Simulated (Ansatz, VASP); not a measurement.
## MoS2 in two plane-wave programs

Aim: how closely do two programs agree when they are given the same cell, functional and k mesh? The structure shown is the end of the Ansatz relaxation below.

Calculated with Ansatz 0.2.0; plane waves, with VASP 6.6.1 beside it; single point at PBE with D3(BJ).

## (1) Starting point

The cell holds 3 atoms: 1 Mo and 2 S. Cell: a = 3.154 Å, b = 3.154 Å, c = 18.130 Å, α = 90.0°, β = 90.0°, γ = 120.0°. Vacuum lies along c.

## (2) Ansatz: relaxation, PBE with D3(BJ)

Ansatz runs on its PAW soft_1 files.

This run makes the geometry at which the two programs are then compared.

Input file input.yaml:

```yaml
crystal:
  lattice:
    - [3.169, 0.0, 0.0]
    - [-1.5845, 2.7444345, 0.0]
    - [0.0, 0.0, 18.130296]
  atoms:
    - { symbol: Mo, position: [0.66666667, 0.33333333, 0.5] }
    - { symbol: S, position: [0.33333333, 0.66666667, 0.41367223] }
    - { symbol: S, position: [0.33333333, 0.66666667, 0.58632777] }
kpoints:
  mp_grid: { grid: [12, 12, 2] }
scf:
  occupations: { method: fermi_dirac, width: 0.02 }
hamiltonian:
  xc: pbe
  pseudopotentials: { kind: paw, azcp: { folder: soft_1 } }
  dispersion: d3bj
basis:
  ecutwfc: 600
output:
  forces: true
  stress: true
relax:
  f_tol: 0.005
  max_steps: 70
  cell: { stress_tol: 0.02, p_target: 0, fix: [c, alpha, beta, gamma] }
```

Run with:

```bash
$ ansatz run input.yaml --threads 4 --pin off --max-ram 10240MiB --backend cpu --events-out ev --progress --plain --runs-dir out
```

Numbers of over 12 decimals in the logs are rounded to 6 here.

Output:

```text
Warning: crystal.symmetry: narrowed to the stabiliser of the fixed cell quantities (relax.cell.fix) — unitary ops 12 → 4. The narrowing is safe, since a smaller group never makes results wrong: the run goes on under it, on as many k-points as the starting group would need, or more. Excluded: 8 operations that would move a fixed cell quantity at a test strain (relax.cell.fix fixes c, alpha, beta, gamma). The cell can leave their symmetry as it relaxes.
Engine: ansatz 0.2.0, x86_64-unknown-linux-gnu
Pseudopotentials: kind: paw
Pseudopotential: Mo, paw, valence charge 14, recommended cutoff 420 eV (normal), soft_1/Mo.paw.azcp
Pseudopotential: S, paw, valence charge 6, recommended cutoff 420 eV (normal), soft_1/S.paw.azcp
Functional definition: PBE
  parameter kappa = 0.804
  parameter beta = 0.066725
  exchange = pbe_x(kappa = kappa, mu = beta*pi^2/3)
  correlation = pbe_c(beta = beta)
Crystal: 3 atoms, lattice volume = 157.681 Å³
Basis set: ecut = 600 eV, 5257 PW (Γ), exchange–correlation on 54×54×300 points (8 copies of the dense FFT grid, shifted against one another)
Bands: 17, of which v1, the nominal top of the filled ones, is band 13 counted from 1 (12 counted from 0)
Symmetry: 4 space group operations
k-points: 86 of 288 (time reversal used)
Non-local potential: Mo, projectors of the file, l = 0: 3, l = 1: 2, l = 2: 2, l = 3: 1
Non-local potential: S, projectors of the file, l = 0: 2, l = 1: 2, l = 2: 1
PAW form: soft (Blöchl's): semilocal exchange-correlation on the pseudo side does not see the compensation charge
PAW one-centre angular grid: Mo, 590 points (default); XC on 64 Gauss nodes
PAW one-centre angular grid: S, 110 points (default); XC on 64 Gauss nodes
Initial density: superposition of atomic densities (neutral atoms: chi_scale 0, normalization atom)
Initial wavefunctions: pseudopotential atomic-orbital guess
Functional: x = pbe(κ = 0.804, μ = 0.219515), c = pbe(β = 0.066725)
SCF iter   1: F=—  HF=-6765.274009 eV  |F-HF|=—  |Δ(HF+E_count)|=         —  Δρ=5.19e-2  dr2=6.60e0  ethr=3.10e-3  ⟨swp⟩=11.8  Hψ=12421  notcnv=0
preconditioner: auto → none  [insulator: Δε(μ)=1.798 eV  Ē_g=8.914 eV  σ=0.020 eV  W_gap=1.00  n_scr=10 (ndim 8)  ℏωp=12.5 eV  f_vac=0.621  D(μ)=0.00/eV (n_scr^D=0)  ε∞_Penn≈3.0]
SCF iter   2: F=—  HF=-6766.998703 eV  |F-HF|=—  |Δ(HF+E_count)|=    1.72e0  Δρ=7.60e-2  dr2=2.58e1  ethr=3.10e-3  ⟨swp⟩=4.7  Hψ=5187  notcnv=0  recentre
SCF iter   3: F=—  HF=-6764.111198 eV  |F-HF|=—  |Δ(HF+E_count)|=    2.89e0  Δρ=2.63e-2  dr2=1.72e0  ethr=3.10e-3  ⟨swp⟩=5.0  Hψ=4640  notcnv=0
SCF iter   4: F=—  HF=-6763.805200 eV  |F-HF|=—  |Δ(HF+E_count)|=   3.06e-1  Δρ=6.97e-3  dr2=3.48e-2  ethr=3.10e-3  ⟨swp⟩=3.4  Hψ=3492  notcnv=0
SCF iter   5: F=—  HF=-6763.802081 eV  |F-HF|=—  |Δ(HF+E_count)|=   3.12e-3  Δρ=1.59e-3  dr2=6.38e-3  ethr=1.34e-4  ⟨swp⟩=2.8  Hψ=2826  notcnv=0
SCF iter   6: F=—  HF=-6763.800787 eV  |F-HF|=—  |Δ(HF+E_count)|=   1.29e-3  Δρ=2.19e-4  dr2=6.09e-5  ethr=2.46e-5  ⟨swp⟩=2.3  Hψ=2531  notcnv=0
SCF iter   7: F=—  HF=-6763.800835 eV  |F-HF|=—  |Δ(HF+E_count)|=   4.78e-5  Δρ=5.10e-5  dr2=3.40e-6  ethr=2.34e-7  ⟨swp⟩=2.5  Hψ=2860  notcnv=0
SCF iter   8: F=—  HF=-6763.800834 eV  |F-HF|=—  |Δ(HF+E_count)|=   4.55e-7  Δρ=1.60e-5  dr2=4.17e-7  ethr=1.31e-8  ⟨swp⟩=3.0  Hψ=2892  notcnv=0
SCF iter   9: F=-6763.800834 eV  HF=-6763.800834 eV  |F-HF|=2.59e-9  |Δ(HF+E_count)|=   4.93e-8  Δρ=1.67e-6  dr2=4.46e-9  ethr=3.85e-10  ⟨swp⟩=6.0  Hψ=6271  notcnv=0
SCF 1 converged in 9 iterations: F = -6763.800834 eV  dr2 = 4.46e-9
  greatest PAW one-centre occupation: 0.999 electrons in one spin orbital (limit 2), on the Mo atom at site 0 (counted from 0), in its partial waves of l = 0
relax step   1: F+E_penalty+E_count = -6763.80083431 eV  Δ(F+E_penalty+E_count) = +0.000e0 eV  max|allowed force component| = 5.211e-2 eV/Å  Δτ_max = 0.0000 Å  P = -0.390 GPa  Ω = 157.681 Å³  fix = [c, alpha, beta, gamma]  reactions: c -0.174 GPa; gamma +0.000 GPa/rad  (9 SCF iters, dr2 threshold 1.00e-7 eV, accepted)
[...]
relax step   2: F+E_penalty+E_count = -6763.80216775 eV  Δ(F+E_penalty+E_count) = -1.333e-3 eV  max|allowed force component| = 6.078e-2 eV/Å  Δτ_max = 0.0085 Å  P = +0.063 GPa  Ω = 155.310 Å³  energy of the carried Pulay correction = +1.172e-5 eV  fix = [c, alpha, beta, gamma]  reactions: c -0.206 GPa; gamma -0.000 GPa/rad  (5 SCF iters, dr2 threshold 3.00e-7 eV, accepted)
[...]
relax step   3: F+E_penalty+E_count = -6763.80307070 eV  Δ(F+E_penalty+E_count) = -9.029e-4 eV  max|allowed force component| = 7.491e-4 eV/Å  Δτ_max = 0.0063 Å  P = -0.004 GPa  Ω = 156.190 Å³  energy of the carried Pulay correction = +7.351e-6 eV  fix = [c, alpha, beta, gamma]  reactions: c -0.007 GPa; gamma -0.000 GPa/rad  (5 SCF iters, dr2 threshold 2.31e-7 eV, accepted)
[...]
relax step   4: F+E_penalty+E_count = -6763.80306384 eV  Δ(F+E_penalty+E_count) = +6.860e-6 eV  max|allowed force component| = 6.475e-4 eV/Å  Δτ_max = 0.0000 Å  P = -0.004 GPa  Ω = 156.190 Å³  fix = [c, alpha, beta, gamma]  reactions: c -0.007 GPa; gamma -0.000 GPa/rad  stress off target by 2.84e-3 GPa on what of the cell is left free  SCF on the basis re-selected at this cell (its energy is not comparable with the rows above)  (7 SCF iters)
basis re-selected at this cell: Δ(F+E_penalty+E_count) = +6.860e-6 eV, ΔP = -0.000 GPa vs the last step (what re-selecting the basis moved, of the pressure what is left beyond the Pulay correction that the steps carried, after the strain that the cell walked since its last selection, with what the two solves' SCF thresholds leave and, on support functions, any second-order correction that the steps lacked; it is no m [...]
SCF converged after 7 iterations
Free energy (F): -6763.803064 eV
Harris-Foulkes:  -6763.803064 eV  (|F-HF|=7.28e-12)
Internal energy: -6763.803064 eV  (E = F + TS)
E sigma→0 (E₀):  -6763.803064 eV
Fermi energy:    0.503301 eV
--- Per-component energies (eV) ---
  E_band       = -431.915801
  E_kinetic    = 634.443312
  E_local      = -14111.950557  (includes V_loc(G=0)·N_el)
  E_nonlocal   = 216.808502
  E_hartree    = 6696.515749
  E_xc         = -354.466823
  E_vxc        = -385.735451  (∫ρ·V_xc dr)
  E_paw        = -4428.604933  (= ΣΔE_a)
  E_vpaw       = -178.513067  (= ΣTr[D̂ρ^β])
  E_aug_tail   = 0.000011  (compensation charges beyond the density's cutoff)
  E_ewald      = 4584.410981
  E_disp       = -0.959307  (pairwise vdW)
  E_smearing   = -0.000000  (= −TS)
  E_closure    = -0.000000  (closes the sum)
  Σ components = -6763.803064   (vs F -6763.803064, Δ=0.00e0)
--- Forces (eV/Å), atoms counted from 1 ---
  atom   1  Mo    -0.00000007     0.00000004     0.00000000
  atom   2  S      0.00000004    -0.00000002    -0.00064751
  atom   3  S      0.00000004    -0.00000002     0.00064751
  max |Σ_I F_I| component: 1.09e-8 eV/Å
--- Stress (GPa, compression-positive) ---
       -0.002840       0.000000       0.000000
        0.000000      -0.002840       0.000000
        0.000000       0.000000      -0.006731
  P = ⅓ Tr σ = -0.0041 GPa (-0.041 kbar)
--- Relaxed structure (3 steps of the walk, 3 accepted, 1 SCFs on fresh bases) ---
  F+E_penalty+E_count = -6763.80306384 eV   max|allowed force component| = 6.475e-4 eV/Å   (the final SCF, on the basis selected at the relaxed cell)
  cell:  # Å, volume = 156.1905 Å³
    - [3.153984, 2.049770091742188e-18, 0.0]
    - [-1.576992, 2.731430, 0.0]
    - [0.0, 0.0, 18.130296]
  atoms:
    - { symbol: Mo, position: [0.666667, 0.333333, 0.5] }
    - { symbol: S, position: [0.333333, 0.666667, 0.413548] }
    - { symbol: S, position: [0.333333, 0.666667, 0.586452] }
```

The column dr2 measures how far the density is from self-consistency, as an energy; F and HF (Harris–Foulkes) agree once it is small.

## (3) VASP: single point, PBE with D3(BJ), pair 1

The same cell, functional, mesh and smearing now go to VASP, with its own data sets.

Lines of VASP's logs that name or quote its potential files are left out, and so is its time.

Input file INCAR:

```
SYSTEM = MoS2
PREC = Accurate
ENCUT = 500
EDIFF = 1E-06
NELM = 120
ISMEAR = -1
SIGMA = 0.02
LREAL = .FALSE.
ALGO = Normal
GGA = PE
IVDW = 12
NBANDS = 19
LASPH = .TRUE.
LORBIT = 11
LWAVE = .FALSE.
LCHARG = .FALSE.
ISIF = 2
GGA_COMPAT = .FALSE.
EFERMI = MIDGAP
KPAR = 2
```

Input file POSCAR:

```
MoS2
1.0
    3.1539840106      0.0000000000      0.0000000000
   -1.5769920053      2.7314302763      0.0000000000
    0.0000000000      0.0000000000     18.1302960000
Mo S
1 2
Direct
    0.6666666672      0.3333333328      0.5000000000
    0.3333333331      0.6666666669      0.4135484418
    0.3333333331      0.6666666669      0.5864515582
```

Input file KPOINTS:

```
Automatic mesh
0
Gamma
12 12 2
0 0 0
```

The projector-augmented-wave data sets are Mo_sv and S (PBE family, release 64).

Run with:

```bash
$ mpirun -np 2 vasp_std
```

Output:

```text
[banner, memory and clock lines left out]
running    2 mpi-ranks, on    1 nodes
 distrk:  each k-point on    1 cores,    2 groups
 distr:  one band on    1 cores,    1 groups

 POSCAR found type information on POSCAR MoS
 POSCAR found :  2 types and       3 ions
 LDA part: xc-table for (Slater+PW92), standard interpolation
 POSCAR, INCAR and KPOINTS ok, starting setup
 FFT: planning ... GRIDC
 FFT: planning ... GRID_SOFT
 FFT: planning ... GRID
 WAVECAR not read
 entering main loop
       N       E                     dE             d eps       ncg     rms          rms(c)
DAV:   1     0.157717362894E+03    0.15772E+03   -0.13729E+04  1892   0.108E+03
DAV:   2    -0.131073334728E+02   -0.17082E+03   -0.16769E+03  1979   0.247E+02
DAV:   3    -0.231697091608E+02   -0.10062E+02   -0.99889E+01  1893   0.553E+01
DAV:   4    -0.233196299791E+02   -0.14992E+00   -0.14971E+00  1872   0.719E+00
DAV:   5    -0.233229606809E+02   -0.33307E-02   -0.33305E-02  1938   0.103E+00    0.243E+01
DAV:   6    -0.222450277644E+02    0.10779E+01   -0.11205E+01  1565   0.206E+01    0.911E+00
DAV:   7    -0.220564805761E+02    0.18855E+00   -0.55690E+00  1582   0.135E+01    0.602E+00
DAV:   8    -0.218472786372E+02    0.20920E+00   -0.10898E+00  1658   0.642E+00    0.166E+00
DAV:   9    -0.218482947033E+02   -0.10161E-02   -0.43534E-02  1827   0.128E+00    0.870E-01
DAV:  10    -0.218438974692E+02    0.43972E-02   -0.21899E-02  1639   0.947E-01    0.137E-01
DAV:  11    -0.218435449063E+02    0.35256E-03   -0.80643E-04  1743   0.200E-01    0.615E-02
DAV:  12    -0.218433942696E+02    0.15064E-03   -0.22000E-04  1859   0.814E-02    0.241E-02
DAV:  13    -0.218433276634E+02    0.66606E-04   -0.22276E-04  1853   0.667E-02    0.554E-02
DAV:  14    -0.218434955502E+02   -0.16789E-03   -0.98437E-05  1846   0.529E-02    0.205E-02
DAV:  15    -0.218435060035E+02   -0.10453E-04   -0.13552E-05  1772   0.208E-02    0.103E-02
DAV:  16    -0.218435349198E+02   -0.28916E-04   -0.14015E-05  1680   0.134E-02    0.363E-03
DAV:  17    -0.218435601793E+02   -0.25259E-04   -0.16530E-06  1505   0.610E-03    0.227E-03
DAV:  18    -0.218435998375E+02   -0.39658E-04   -0.17812E-06  1333   0.507E-03    0.391E-03
DAV:  19    -0.218436210072E+02   -0.21170E-04   -0.15888E-06  1505   0.548E-03    0.110E-03
DAV:  20    -0.218436265447E+02   -0.55374E-05   -0.19858E-07  1314   0.143E-03    0.773E-04
DAV:  21    -0.218436286306E+02   -0.20859E-05   -0.76355E-08  1203   0.727E-04    0.468E-04
DAV:  22    -0.218436295261E+02   -0.89550E-06   -0.42859E-08  1097   0.497E-04
   1 F= -.22802841E+02 E0= -.22802841E+02  d E =-.113441E-20
```

OUTCAR, selected parts (step 3):

```text
ion  position               nearest neighbor table
   1  0.667  0.333  0.500-   2 2.40   3 2.40   2 2.40   3 2.40   2 2.40   3 2.40
   2  0.333  0.667  0.414-   1 2.40   1 2.40   1 2.40
   3  0.333  0.667  0.586-   1 2.40   1 2.40   1 2.40

  LATTYP: Found a hexagonal cell.
 ALAT       =     3.1539840106
 C/A-ratio  =     5.7483791735

 Subroutine GETGRP returns: Found 12 space group operations
 (whereof 12 operations were pure point group operations)

The static configuration has the point symmetry D_3h.

 Found     38 irreducible k-points:

   k-points           NKPTS =     38   k-points in BZ     NKDIM =     38   number of bands    NBANDS=     19

   dimension x,y,z NGX =    24 NGY =   24 NGZ =  140
   dimension x,y,z NGXF=    48 NGYF=   48 NGZF=  280

   ENCUT  =  500.0 eV  36.75 Ry    6.06 a.u.   5.75  5.75 33.06*2*pi/ulx,y,z

   NELECT =      26.0000    total number of electrons

 k-points in reciprocal lattice and weights: Automatic mesh
   0.00000000  0.00000000  0.00000000       0.003
   0.08333333  0.00000000  0.00000000       0.021
   0.16666667  0.00000000  0.00000000       0.021
   0.25000000 -0.00000000  0.00000000       0.021
   0.33333333  0.00000000  0.00000000       0.021
   0.41666667 -0.00000000  0.00000000       0.021
   0.50000000 -0.00000000  0.00000000       0.010
   0.08333333  0.08333333  0.00000000       0.021
   0.16666667  0.08333333  0.00000000       0.042
[...]
0.33333333  0.25000000  0.50000000       0.042
   0.33333333  0.33333333  0.50000000       0.007

 average (electrostatic) potential at core
       1 -83.1011       2 -92.8198       3 -92.8198

 E-fermi :  -0.6407

 k-point     1 :       0.0000    0.0000    0.0000
  band No.  band energies     occupation
    ...
      9      -4.1031      2.00000
     10      -3.3919      2.00000
     11      -2.9796      2.00000
     12      -2.9796      2.00000
     13      -1.6205      2.00000
     14       1.3067      0.00000
     15       1.3067      0.00000
     16       1.5414      0.00000
     17       1.5414      0.00000
     18       3.8283      0.00000
    ...

 k-point     2 :       0.0833    0.0000    0.0000
  band No.  band energies     occupation
    ...
      9      -3.9921      2.00000
     10      -3.8410      2.00000
     11      -3.1486      2.00000
     12      -2.6975      2.00000
     13      -1.6640      2.00000
     14       1.1699      0.00000
     15       1.2453      0.00000
     16       1.4223      0.00000
     17       1.4897      0.00000
     18       4.0033      0.00000
    ...

 k-point     3 :       0.1667    0.0000    0.0000
  band No.  band energies     occupation
    ...
      9      -4.4905      2.00000
     10      -3.6832      2.00000
     11      -3.5454      2.00000
     12      -2.6316      2.00000
     13      -1.8779      2.00000
     14       0.7761      0.00000
     15       1.1155      0.00000
     16       1.1476      0.00000
     17       1.9059      0.00000
     18       4.4241      0.00000
    ...

 Edisp (eV)   -0.95921

  Total      -0.03759    -0.03759    -0.06574     0.00000     0.00000     0.00000
  in kB      -0.38558    -0.38558    -0.67439     0.00000     0.00000     0.00000
  external pressure =       -0.48 kB  Pullay stress =        0.00 kB

  energy-cutoff  :      500.00
  volume of cell :      156.19
      direct lattice vectors                 reciprocal lattice vectors
     3.153984011  0.000000000  0.000000000     0.317059312  0.183054279  0.000000000
    -1.576992005  2.731430276  0.000000000     0.000000000  0.366108558  0.000000000
     0.000000000  0.000000000 18.130296000     0.000000000  0.000000000  0.055156298

 POSITION                                       TOTAL-FORCE (eV/Angst)
 -----------------------------------------------------------------------------------
      1.57699      0.91048      9.06515         0.000000     -0.000000      0.000000
     -0.00000      1.82095      7.49776        -0.000000      0.000000      0.011189
     -0.00000      1.82095     10.63254         0.000000      0.000000     -0.011189
 -----------------------------------------------------------------------------------
    total drift:                               -0.000003      0.000002      0.000000

  FREE ENERGIE OF THE ION-ELECTRON SYSTEM (eV)
  ---------------------------------------------------
  free  energy   TOTEN  =       -22.8028406738 eV

  energy  without entropy=      -22.8028406738  energy(sigma->0) =      -22.80284067

 total charge
# of ion       s       p       d       tot
------------------------------------------
    1        2.292   6.224   3.955  12.471
    2        1.363   2.343   0.000   3.707
    3        1.363   2.343   0.000   3.707
--------------------------------------------------
tot          5.019  10.910   3.955  19.884

[... 3 further parts left out ...]
```

The run ends at a pressure of -0.05 GPa, with forces up to 0.011 eV/Å.

## (4) Comparison

Known differences besides the potentials themselves: the cutoff is 600 eV in Ansatz and 500 eV in VASP; Ansatz's pressure holds a Pulay correction, VASP's none. Total energies have different zeros and are not compared.

Compared:

```
              quantity  Ansatz   VASP  difference
        pressure (GPa)    0.00  -0.05       +0.04
gap on the k mesh (eV)   1.777  1.781      -0.004
```

At this near-relaxed geometry the largest component of a force difference is 12 meV/Å. A gap on the mesh is an upper bound, since the band edges may lie between its points. With vacuum in the cell, a pressure given here is an average over mostly empty space and none of the material.

## (5) Ansatz: relaxation, PBE with D3(BJ)

This run makes the geometry at which the two programs are then compared. This pair takes another cell of the material, with 6 atoms against 3 for the pair before.

The structure compared here is the end of the Ansatz relaxation.

input.yaml, the sections that differ from step 2:

```yaml
crystal:
  lattice:
    - [3.169, 0.0, 0.0]
    - [-1.5845, 2.7444345, 0.0]
    - [0.0, 0.0, 24.292296]
  atoms:
    - { symbol: Mo, position: [0.66666667, 0.33333333, 0.37316967] }
    - { symbol: Mo, position: [0.33333333, 0.66666667, 0.62683033] }
    - { symbol: S, position: [0.33333333, 0.66666667, 0.30873986] }
    - { symbol: S, position: [0.33333333, 0.66666667, 0.43759948] }
    - { symbol: S, position: [0.66666667, 0.33333333, 0.56240052] }
    - { symbol: S, position: [0.66666667, 0.33333333, 0.69126014] }
# kpoints, scf, hamiltonian, basis, output, relax: as in step 2
```

Run with:

```bash
$ ansatz run input.yaml --threads 4 --pin off --max-ram 10240MiB --backend cpu --events-out ev --progress --plain --runs-dir out
```

Output:

```text
[...]
Crystal: 6 atoms, lattice volume = 211.273 Å³
Basis set: ecut = 600 eV, 7069 PW (Γ), exchange–correlation on 54×54×400 points (8 copies of the dense FFT grid, shifted against one another)
Bands: 32, of which v1, the nominal top of the filled ones, is band 26 counted from 1 (25 counted from 0)
Symmetry: 4 space group operations
k-points: 86 of 288
[...]
cell:  # Å, volume = 208.9628 Å³
    - [3.151627, 1.1445754237978016e-18, 0]
    - [-1.575814, 2.729389, 0]
    - [0, 0, 24.292296]
  atoms:
    - { symbol: Mo, position: [0.666667, 0.333333, 0.375353] }
    - { symbol: Mo, position: [0.333333, 0.666667, 0.624647] }
    - { symbol: S, position: [0.333333, 0.666667, 0.310813] }
    - { symbol: S, position: [0.333333, 0.666667, 0.439817] }
    - { symbol: S, position: [0.666667, 0.333333, 0.560183] }
    - { symbol: S, position: [0.666667, 0.333333, 0.689187] }
[key lines of the parts left out:]
SCF converged after 8 iterations
Free energy (F): -13527.876664 eV
Fermi energy:    3.440549 eV
P = ⅓ Tr σ = -0.0075 GPa (-0.075 kbar)
```

(Part 1 of 2 ends here.)

[Lines on the potential files, build, host, timing and source positions are cut from VASP's logs without a mark.]

[Logs are printed without paths, hosts, clocks, repeated set-up lines and the standing remarks that a program may print on its own settings, such as how far it seeks lower states.]

[Hosts, paths, dates, database ids (printed as entryN), source tags and the programs' standing remarks are cut or masked in the printed files.]
